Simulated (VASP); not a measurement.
## Ge in VASP 6.6.1, single-point calculation

INCAR

```
NSW = 0
ISPIN = 2
SIGMA = 0.02
LMAXMIX = 4
GGA = PE
ENCUT = 520
EDIFF = 1E-7
NBANDS = 21
LCHARG = .FALSE.
LASPH = .TRUE.
IBRION = -1
ISIF = 2
LWAVE = .FALSE.
MAGMOM = 0.5 0.5
PREC = Accurate
ISMEAR = -1
NELM = 120
LREAL = .FALSE.
```

KPOINTS

```
KPOINTS created by Atomic Simulation Environment
0
Gamma
8 8 8
0 0 0
```

POSCAR

```
Ge
 1.0000000000000000
     0.0000000000000000    2.8368735120999999    2.7233985716000002
     2.8368735120999999    0.0000000000000000    2.7233985716000002
     2.8368735120999999    2.8368735120999999    0.0000000000000000
 Ge
   2
Cartesian
  0.0000000000000000  0.0000000000000000  0.0000000000000000
  1.4184367560500000  1.4184367560500000  1.3616992858000001
```

The recommended PBE PAW datasets give the neutral cell 28 valence electrons.

Command

```
mpirun -np 1 vasp_std
```

**Question.** Predict the outcome of this run.

**Answer.** It converged. Results: pressure 6.2 GPa; magnetic moment of the cell 0.00 μB.

OSZICAR

```
N       E                     dE             d eps       ncg     rms          rms(c)
DAV:   1     0.186836044776E+03    0.18684E+03   -0.14258E+04  5578   0.358E+03
DAV:   2     0.179913020460E+02   -0.16884E+03   -0.16355E+03  4986   0.620E+02
DAV:   3    -0.809579762330E+01   -0.26087E+02   -0.25927E+02  5666   0.141E+02
DAV:   4    -0.893591259820E+01   -0.84011E+00   -0.83969E+00  5701   0.297E+01
DAV:   5    -0.894960136557E+01   -0.13689E-01   -0.13688E-01  5651   0.416E+00    0.561E+00
DAV:   6    -0.896560553942E+01   -0.16004E-01   -0.44483E-02  6730   0.304E+00    0.274E+00
DAV:   7    -0.895215674314E+01    0.13449E-01   -0.31545E-02  5452   0.208E+00    0.147E+00
DAV:   8    -0.894340844503E+01    0.87483E-02   -0.24192E-02  5482   0.135E+00    0.265E-01
DAV:   9    -0.894420916067E+01   -0.80072E-03   -0.16844E-03  5609   0.367E-01    0.947E-02
DAV:  10    -0.894460592197E+01   -0.39676E-03   -0.23404E-04  5902   0.116E-01    0.493E-02
DAV:  11    -0.894475510659E+01   -0.14918E-03   -0.18346E-04  5351   0.871E-02    0.104E-02
DAV:  12    -0.894475590800E+01   -0.80141E-06   -0.68359E-06  5884   0.335E-02    0.527E-03
DAV:  13    -0.894475706186E+01   -0.11539E-05   -0.12637E-06  4769   0.113E-02    0.277E-03
DAV:  14    -0.894475735729E+01   -0.29542E-06   -0.63226E-07  4617   0.453E-03    0.108E-03
DAV:  15    -0.894475737430E+01   -0.17009E-07   -0.46018E-08  4217   0.203E-03
   1 F= -.89447574E+01 E0= -.89446664E+01  d E =-.182031E-03  mag=    -0.0000
```

For comparison, a separate PBE run of the intended cell, on usual settings and not on those above, gives a gap of 0.05 eV on its mesh and a pressure of 6.1 GPa.
